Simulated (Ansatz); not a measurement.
# TiAl in Ansatz: the effect of functional

TiAl:

```
CELL_PARAMETERS angstrom
3.17906 0.00000 0.00000
0.00000 3.17906 0.00000
0.00000 0.00000 3.17906
ATOMIC_POSITIONS crystal
Ti 0.00000 0.00000 0.00000
Al 0.50000 0.50000 0.50000
```

The cell comes from a database or a generator and needn't be the stable form of this composition.

Alike in all runs:

| Item | Value |
| --- | --- |
| Program | Ansatz 0.2.0 |
| Task | band structure |
| Potentials or basis | Ansatz PAW |
| k mesh | 5 × 5 × 5 |
| Occupations | fermi-dirac, width 0.05 eV |
| Spin | no spin polarisation |

```csv
functional,cutoff,pressure (GPa)
LDA,420 eV (not typed: the program's choice for these potentials),-5.7
PBEsol,420 eV (not typed: the program's choice for these potentials),?
r2SCAN,500 eV (not typed: the program's choice for these potentials),-0.8
```

Q: What does the run with functional PBEsol give?

A: Pressure -2.4 GPa.

Caveats: all runs use coarse meshes; the PAW data sets come from PBE, with cores solved anew for the run's functional, which leaves a small shift of forces and pressure.
